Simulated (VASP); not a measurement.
# CoSi (P2_13) in VASP: notebook

One crystal, CoSi, is run at these levels: r2SCAN+U; tasks: single point.

All numbers are computed with VASP 6.6.1; they aren't measurements. Logs are shortened: lines on timing, memory, paths and dates and some standing lists are left out, and cuts for length are marked.

## 1. The structure

Symmetry: P2_13, No. 198, cubic system. The conventional cell has a = 4.438 Å, b = 4.438 Å, c = 4.438 Å, α = 90.00°, β = 90.00°, γ = 90.00°. Around Co (site symmetry 3) lie 7 Si at 2.28 to 2.47 Å. Si (site symmetry 3) has 7 Co at 2.28 to 2.47 Å as nearest neighbours.

## 2. Single point, r2SCAN+U, collinear spin, ferromagnetic start

Input file INCAR:

```
SYSTEM = CoSi
ALGO     = Normal         ! electronic algorithm
EDIFF    = 1E-6           ! SCF threshold, eV
ENCUT    = 520            ! plane-wave cutoff, eV
ISIF     = 2              ! what is computed and relaxed
ISMEAR   = -1             ! smearing method
ISPIN    = 2              ! spin polarisation
LASPH    = .True.         ! aspherical terms in the spheres
LCHARG   = .False.        ! write CHGCAR
LDAU     = .True.         ! DFT+U
LDAUJ    = 0 0          
LDAUL    = 2 -1           ! shell
LDAUPRINT= 1            
LDAUTYPE = 2            
LDAUU    = 4 0            ! U, eV
LMAXMIX  = 4              ! l up to which the mixer works
LMIXTAU  = .True.       
LORBIT   = 11             ! projections on sites
LREAL    = .False.        ! projectors in reciprocal space
LWAVE    = .False.        ! write WAVECAR
MAGMOM   = 2 2 2 2 0 0 0 0 ! initial moments
METAGGA  = R2SCAN         ! meta-GGA
NELM     = 120            ! most SCF steps
PREC     = Accurate       ! precision mode
SIGMA    = 0.05           ! smearing width, eV
```

Input file KPOINTS:

```
k-points
0
Gamma
  5 5 5
  0 0 0
```

Input file POSCAR:

```
CoSi
1.0
    4.4380000000      0.0000000000      0.0000000000
    0.0000000000      4.4380000000      0.0000000000
    0.0000000000      0.0000000000      4.4380000000
Co Si
4 4
Direct
    0.8600000000      0.6400000000      0.3600000000
    0.6400000000      0.3600000000      0.8600000000
    0.3600000000      0.8600000000      0.6400000000
    0.1400000000      0.1400000000      0.1400000000
    0.1570000000      0.3430000000      0.6570000000
    0.3430000000      0.6570000000      0.1570000000
    0.6570000000      0.1570000000      0.3430000000
    0.8430000000      0.8430000000      0.8430000000
```

Potentials or basis: VASP PAW PBE potentials, release 64 (Co, Si).

Command:

```console
cat potpaw_PBE.64/Co/POTCAR potpaw_PBE.64/Si/POTCAR > POTCAR
mpirun -np 1 vasp_std > vasp.out
```

OUTCAR:

```text
SYSTEM = CoSi
   EDIFF = 1E-6
   ENCUT = 520
   ISIF = 2
   ISMEAR = -1
   ISPIN = 2
   LASPH = .True.
   LORBIT = 11
   LREAL = .False.
   METAGGA = R2SCAN
   NELM = 120
   PREC = Accurate

 ion  position               nearest neighbor table
   1  0.860  0.640  0.360-   5 2.28   6 2.33   7 2.33   8 2.33   7 2.47   8 2.47   6 2.47   2 2.72
                             2 2.72   4 2.72   4 2.72   3 2.72   3 2.72
   2  0.640  0.360  0.860-   6 2.28   5 2.33   7 2.33   8 2.33   5 2.47   7 2.47   8 2.47   1 2.72
                             1 2.72   3 2.72   3 2.72   4 2.72   4 2.72
   3  0.360  0.860  0.640-   7 2.28   6 2.33   5 2.33   8 2.33   6 2.47   5 2.47   8 2.47   4 2.72
                             2 2.72   2 2.72   4 2.72   1 2.72   1 2.72
   4  0.140  0.140  0.140-   8 2.28   6 2.33   7 2.33   5 2.33   6 2.47   5 2.47   7 2.47   1 2.72
                             3 2.72   3 2.72   1 2.72   2 2.72   2 2.72
   5  0.157  0.343  0.657-   1 2.28   2 2.33   3 2.33   4 2.33   3 2.47   4 2.47   2 2.47   8 2.75
                             6 2.75   6 2.75   8 2.75   7 2.75   7 2.75
   6  0.343  0.657  0.157-   2 2.28   1 2.33   3 2.33   4 2.33   1 2.47   3 2.47   4 2.47   8 2.75
                             5 2.75   5 2.75   7 2.75   7 2.75   8 2.75
   7  0.657  0.157  0.343-   3 2.28   2 2.33   1 2.33   4 2.33   2 2.47   1 2.47   4 2.47   8 2.75
                             8 2.75   5 2.75   6 2.75   6 2.75   5 2.75
   8  0.843  0.843  0.843-   4 2.28   2 2.33   3 2.33   1 2.33   2 2.47   1 2.47   3 2.47   5 2.75
                             6 2.75   7 2.75   7 2.75   5 2.75   6 2.75

  LATTYP: Found a simple cubic cell.
 ALAT       =     4.4380000000

  Lattice vectors:

 A1 = (   4.4380000000,   0.0000000000,   0.0000000000)
 A2 = (   0.0000000000,   4.4380000000,   0.0000000000)
 A3 = (   0.0000000000,   0.0000000000,   4.4380000000)

Analysis of symmetry for initial positions (statically):
=====================================================================
 Subroutine PRICEL returns:
 Original cell was already a primitive cell.

 Routine SETGRP: Setting up the symmetry group for a
 simple cubic supercell.

 Subroutine GETGRP returns: Found 12 space group operations
 (whereof  3 operations were pure point group operations)
 out of a pool of 48 trial point group operations.

The static configuration has the point symmetry C_3 .
 The point group associated with its full space group is T   .

Analysis of symmetry for dynamics (positions and initial velocities):
=====================================================================
 Subroutine PRICEL returns:
 Original cell was already a primitive cell.

 Routine SETGRP: Setting up the symmetry group for a
 simple cubic supercell.

 Subroutine GETGRP returns: Found 12 space group operations
 (whereof  3 operations were pure point group operations)
 out of a pool of 48 trial point group operations.

The dynamic configuration has the point symmetry C_3 .
 The point group associated with its full space group is T   .

Analysis of structural, dynamic, and magnetic symmetry:
=====================================================================
 Subroutine PRICEL returns:
 Original cell was already a primitive cell.

 Routine SETGRP: Setting up the symmetry group for a
 simple cubic supercell.

 Subroutine GETGRP returns: Found 12 space group operations
 (whereof  3 operations were pure point group operations)
 out of a pool of 48 trial point group operations.

The overall configuration has the point symmetry C_3 .
 The point group associated with its full space group is T   .

 Subroutine INISYM returns: Found 12 space group operations
 (whereof  3 operations are pure point group operations),
 and found     1 'primitive' translations

----------------------------------------------------------------------------------------

                                     Primitive cell

  volume of cell :      87.4102

  direct lattice vectors                    reciprocal lattice vectors
     4.438000000  0.000000000  0.000000000     0.225326724  0.000000000  0.000000000
     0.000000000  4.438000000  0.000000000     0.000000000  0.225326724  0.000000000
     0.000000000  0.000000000  4.438000000     0.000000000  0.000000000  0.225326724

  length of vectors
     4.438000000  4.438000000  4.438000000     0.225326724  0.225326724  0.225326724

  position of ions in fractional coordinates (direct lattice)
     0.860000000  0.640000000  0.360000000
     0.640000000  0.360000000  0.860000000
     0.360000000  0.860000000  0.640000000
     0.140000000  0.140000000  0.140000000
     0.157000000  0.343000000  0.657000000
     0.343000000  0.657000000  0.157000000
     0.657000000  0.157000000  0.343000000
[... 82 lines left out ...]
   NUPDOWN=      -1.0000    fix difference up-down
   EMIN   =  10.00;   EMAX   =-10.00  energy-range for DOS
   EFERMI =   0.00;   METHOD = LEGACY
   ISMEAR =    -1;   SIGMA  =   0.05  broadening in eV -4-tet -1-fermi 0-gaus
   EFERMI_NEDOS =   21; number of points for ismear=-14 and -15
   IALGO  =     38    algorithm
   IMIX   =      4    mixing-type and parameters
     AMIX     =   0.40;   BMIX     =  1.00
     AMIX_MAG =   1.60;   BMIX_MAG =  1.00
  volume/ion in A,a.u.               =      10.93        73.73
  Fermi-wavevector in a.u.,A,eV,Ry     =   1.376856  2.601881 25.793021  1.895734
  Thomas-Fermi vector in A             =   2.502063
   LORBIT       =     11    0 simple, 1 ext, 2 COOP (PROOUT), +10 PAW based schemes
 LDA+U is selected, type is set to LDAUTYPE =  2
   angular momentum for each species LDAUL =     2   -1
   U (eV)           for each species LDAUU =   4.0  0.0
   J (eV)           for each species LDAUJ =   0.0  0.0
   METAGGA = R2SCAN    functional components
   LHFCALC =     F    Hartree Fock is set to
   AEXX    =    0.0000 exact exchange contribution
   IVDW    =     0    specifies the selected vdW correction
   LEPSILON=     F    determine dielectric tensor
   LRPA    =     F    only Hartree local field effects (RPA)
 spin polarized calculation
  energy-cutoff  :      520.00
  volume of cell :       87.41
 maximum number of plane-waves:      2373
 NGX is ok and might be reduce to    36
   NGX = 17   NGY = 17   NGZ = 17

atom =   1  type =  1  l = 2

 onsite density matrix

spin component  1
[... 116 lines left out ...]
  o =  0.3555  v =  0.0000  0.0000  0.0000  0.0000  0.0000  0.3110  0.3886 -0.3547 -0.6996 -0.3701      0.0000  0.0000  0.0000  0.0000  0.0000  0.0000  0.0000  0.0000  0.0000  0.0000
  o =  0.3555  v =  0.0000  0.0000  0.0000  0.0000  0.0000 -0.6283  0.5835  0.3701  0.0448 -0.3547      0.0000  0.0000  0.0000  0.0000  0.0000  0.0000  0.0000  0.0000  0.0000  0.0000
  o =  0.8273  v =  0.0000  0.0000  0.0000  0.0000  0.0000 -0.3911  0.0664 -0.8570  0.3247 -0.0514      0.0000  0.0000  0.0000  0.0000  0.0000  0.0000  0.0000  0.0000  0.0000  0.0000
  o =  0.8273  v =  0.0000  0.0000  0.0000  0.0000  0.0000  0.1492 -0.4133  0.0514  0.2641 -0.8570      0.0000  0.0000  0.0000  0.0000  0.0000  0.0000  0.0000  0.0000  0.0000  0.0000
  o =  0.8483  v =  0.0000  0.0000  0.0000  0.0000  0.0000 -0.5774 -0.5774  0.0000 -0.5774  0.0000      0.0000  0.0000  0.0000  0.0000  0.0000  0.0000  0.0000  0.0000  0.0000  0.0000
  o =  0.8584  v =  0.5774  0.5774 -0.0000  0.5774 -0.0000  0.0000  0.0000  0.0000  0.0000  0.0000      0.0000  0.0000  0.0000  0.0000  0.0000  0.0000  0.0000  0.0000  0.0000  0.0000
  o =  0.8675  v = -0.2671  0.1012 -0.9429  0.1659 -0.0420  0.0000  0.0000  0.0000  0.0000  0.0000      0.0000  0.0000  0.0000  0.0000  0.0000  0.0000  0.0000  0.0000  0.0000  0.0000
  o =  0.8675  v = -0.0373  0.2500 -0.0420 -0.2127  0.9429  0.0000  0.0000  0.0000  0.0000  0.0000      0.0000  0.0000  0.0000  0.0000  0.0000  0.0000  0.0000  0.0000  0.0000  0.0000
  o =  0.9199  v = -0.7011  0.6277  0.2863  0.0734 -0.1649  0.0000  0.0000  0.0000  0.0000  0.0000      0.0000  0.0000  0.0000  0.0000  0.0000  0.0000  0.0000  0.0000  0.0000  0.0000
  o =  0.9199  v = -0.3200 -0.4471  0.1649  0.7672  0.2863  0.0000  0.0000  0.0000  0.0000  0.0000      0.0000  0.0000  0.0000  0.0000  0.0000  0.0000  0.0000  0.0000  0.0000  0.0000

 number of electron      51.9999992 magnetization       4.0000164

 Free energy of the ion-electron system (eV)
  ---------------------------------------------------
  ext. energy  EPLUGINS =         0.00000000
  ---------------------------------------------------
  free energy    TOTEN  =       -79.11421749 eV

  energy without entropy =      -79.10681704  energy(sigma->0) =      -79.11051726

 E-fermi :  12.5245     XC(G=0): -13.8335

 val. band max:       12.3190620729   @ k =   0.4000   0.0000   0.0000
 cond. band min:      12.5509310630   @ k =   0.2000   0.2000   0.0000
 fundamental gap:      0.2318689901
 Fermi energy:        12.5245037708

 spin component 1

 k-point     1 :       0.0000    0.0000    0.0000
  band No.  band energies     occupation
      1      -2.3011      1.00000
      2       3.1454      1.00000
      3       3.1454      1.00000
      4       3.1454      1.00000
      5       5.6425      1.00000
      6       5.6425      1.00000
[... 407 lines left out ...]
     34      17.5330      0.00000
     35      18.0653      0.00000
 Fermi energy:        12.5245037708

 spin component 2

 k-point     1 :       0.0000    0.0000    0.0000
  band No.  band energies     occupation
      1      -2.5145      1.00000
      2       3.1995      1.00000
      3       3.1995      1.00000
      4       3.1996      1.00000
      5       6.1558      1.00000
      6       6.1558      1.00000
[... 407 lines left out ...]
     34      17.7262      0.00000
     35      18.3313      0.00000

------------------------ aborting loop because EDIFF is reached ----------------------------------------

  FORCE on cell =-STRESS in cart. coord.  units (eV):
  Direction    XX          YY          ZZ          XY          YZ          ZX
  --------------------------------------------------------------------------------------
  -------------------------------------------------------------------------------------
  Total        0.0296655      0.0296655      0.0296655     -0.0000000      0.0000000      0.0000000
  in kB        0.5437508      0.5437508      0.5437508     -0.0000000      0.0000000      0.0000000
  external PRESSURE =       0.5437508 kB  Pullay stress =       0.0000000 kB

 VOLUME and BASIS-vectors are now :
 -----------------------------------------------------------------------------
  energy-cutoff  :      520.00
  volume of cell :       87.41
      direct lattice vectors                 reciprocal lattice vectors
     4.438000000  0.000000000  0.000000000     0.225326724  0.000000000  0.000000000
     0.000000000  4.438000000  0.000000000     0.000000000  0.225326724  0.000000000
     0.000000000  0.000000000  4.438000000     0.000000000  0.000000000  0.225326724

 POSITION                                       TOTAL-FORCE (eV/Angst)
 -----------------------------------------------------------------------------------
      3.81668      2.84032      1.59768         0.014434     -0.014434      0.014434
      2.84032      1.59768      3.81668        -0.014434      0.014434      0.014434
      1.59768      3.81668      2.84032         0.014434      0.014434     -0.014434
      0.62132      0.62132      0.62132        -0.014434     -0.014434     -0.014434
      0.69677      1.52223      2.91577        -0.094682      0.094682     -0.094682
      1.52223      2.91577      0.69677         0.094682     -0.094682     -0.094682
      2.91577      0.69677      1.52223        -0.094682     -0.094682      0.094682
      3.74123      3.74123      3.74123         0.094682      0.094682      0.094682
 -----------------------------------------------------------------------------------
    total drift:                                0.000000      0.000000      0.000000

  FREE ENERGIE OF THE ION-ELECTRON SYSTEM (eV)
  ---------------------------------------------------
  free  energy   TOTEN  =       -79.1142174871 eV

  energy  without entropy=      -79.1068170422  energy(sigma->0) =      -79.11051726

 total charge

# of ion       s       p       d       tot
------------------------------------------
    1        0.452   0.660   7.609   8.721
    2        0.452   0.660   7.609   8.721
    3        0.452   0.660   7.609   8.721
    4        0.452   0.660   7.609   8.721
    5        0.724   0.890   0.000   1.614
    6        0.724   0.890   0.000   1.614
    7        0.724   0.890   0.000   1.614
    8        0.724   0.890   0.000   1.614
--------------------------------------------------
tot          4.704   6.200  30.435  41.339

 magnetization (x)

# of ion       s       p       d       tot
------------------------------------------
    1        0.001  -0.025   1.221   1.198
    2        0.001  -0.025   1.221   1.198
    3        0.001  -0.025   1.221   1.198
    4        0.001  -0.025   1.221   1.198
    5       -0.004  -0.041   0.000  -0.044
    6       -0.004  -0.041   0.000  -0.044
    7       -0.004  -0.041   0.000  -0.044
    8       -0.004  -0.041   0.000  -0.044
--------------------------------------------------
tot         -0.009  -0.261   4.886   4.615
```

Wall time 2.9 min (1 thread of Intel Xeon 6975P-C (Granite Rapids), shared host); peak memory 0.29 GiB.

What came out:

```
Free energy                                           : -79.1142 eV
Pressure                                              : 0.1 GPa
Largest force                                         : 0.164 eV/Å
Band gap on the k mesh                                : none (metal or under the smearing width)
Net moment                                            : 4.00 μB per cell
Site moments                                          : Co +1.20; Si -0.04 μB
Valence electrons inside the program's atomic spheres : Co 8.72; Si 1.61
```

Forces in eV/Å, atoms in the order of the input:
```
Co   0.014 -0.014  0.014
Co  -0.014  0.014  0.014
Co   0.014  0.014 -0.014
Co  -0.014 -0.014 -0.014
Si  -0.095  0.095 -0.095
Si   0.095 -0.095 -0.095
Si  -0.095 -0.095  0.095
Si   0.095  0.095  0.095
```

Eigenvalues of the final occupation matrices:
| site | spin | trace | eigenvalues |
| --- | --- | --- | --- |
| site 1 d | 1 | 4.43 | 0.86 0.87 0.87 0.92 0.92 |
| site 1 d | 2 | 3.21 | 0.36 0.36 0.83 0.83 0.85 |
| site 2 d | 1 | 4.43 | 0.86 0.87 0.87 0.92 0.92 |
| site 2 d | 2 | 3.21 | 0.36 0.36 0.83 0.83 0.85 |
| site 3 d | 1 | 4.43 | 0.86 0.87 0.87 0.92 0.92 |
| site 3 d | 2 | 3.21 | 0.36 0.36 0.83 0.83 0.85 |
| site 4 d | 1 | 4.43 | 0.86 0.87 0.87 0.92 0.92 |
| site 4 d | 2 | 3.21 | 0.36 0.36 0.83 0.83 0.85 |

Caveat: the PAW data sets were made with another functional, which shifts forces and pressure a little; the U is typed as a test and isn't derived for this compound.

## 3. Single point, r2SCAN+U, collinear spin, ferromagnetic start

INCAR, as its differences from that of step 2:

```diff
@@ -14,3 +14,3 @@
 LDAUTYPE = 2            
-LDAUU    = 4 0            ! U, eV
+LDAUU    = 5 0            ! U, eV
 LMAXMIX  = 4              ! l up to which the mixer works
```

KPOINTS is that of step 2.

POSCAR is that of step 2.

Potentials or basis: VASP PAW PBE potentials, release 64 (Co, Si).

Command:

```console
cat potpaw_PBE.64/Co/POTCAR potpaw_PBE.64/Si/POTCAR > POTCAR
mpirun -np 1 vasp_std > vasp.out
```

Wall time 3.3 min (1 thread of Intel Xeon 6975P-C (Granite Rapids), shared host); peak memory 0.28 GiB.

It converged, with:

| Property | Result |
| --- | --- |
| Free energy | -76.4621 eV |
| Pressure | 1.7 GPa |
| Largest force | 0.228 eV/Å |
| Band gap on the k mesh | none (metal or under the smearing width) |
| Net moment | 4.00 μB per cell |
| Site moments | Co +1.25; Si -0.07 μB |
| Valence electrons inside the program's atomic spheres | Co 8.74; Si 1.62 |

Forces on the atoms (eV/Å):
```
Co  -0.020  0.020 -0.020
Co   0.020 -0.020 -0.020
Co  -0.020 -0.020  0.020
Co   0.020  0.020  0.020
Si  -0.132  0.132 -0.132
Si   0.132 -0.132 -0.132
Si  -0.132 -0.132  0.132
Si   0.132  0.132  0.132
```

Levels at points of the mesh, in eV from the Fermi level:
Spin up:
```
           k point  band 26  band 27  band 28  band 29  band 30  band 31
(0.00, 0.00, 0.00)    -2.51    -2.51     1.37     1.37     1.37     1.57
```
Spin down:
```
           k point  band 20  band 21  band 22  band 23  band 24  band 25  band 26  band 27  band 28  band 29
(0.00, 0.00, 0.00)    -1.90    -1.90    -1.26    -1.26    -1.26     1.38     1.38     1.38     2.36     2.36
```

Eigenvalues of the final occupation matrices:
```
    site  spin  trace               eigenvalues
site 1 d     1   4.48  0.87 0.88 0.88 0.93 0.93
site 1 d     2   3.20  0.32 0.32 0.85 0.85 0.86
site 2 d     1   4.48  0.87 0.88 0.88 0.93 0.93
site 2 d     2   3.20  0.32 0.32 0.85 0.85 0.86
site 3 d     1   4.48  0.87 0.88 0.88 0.93 0.93
site 3 d     2   3.20  0.32 0.32 0.85 0.85 0.86
site 4 d     1   4.48  0.87 0.88 0.88 0.93 0.93
site 4 d     2   3.20  0.32 0.32 0.85 0.85 0.86
```

Caveat: the PAW data sets were made with another functional, which shifts forces and pressure a little; the U is typed as a test and isn't derived for this compound. The state reached can hang on the start; a lower one may exist.

(Continued in part 2 of 2.)
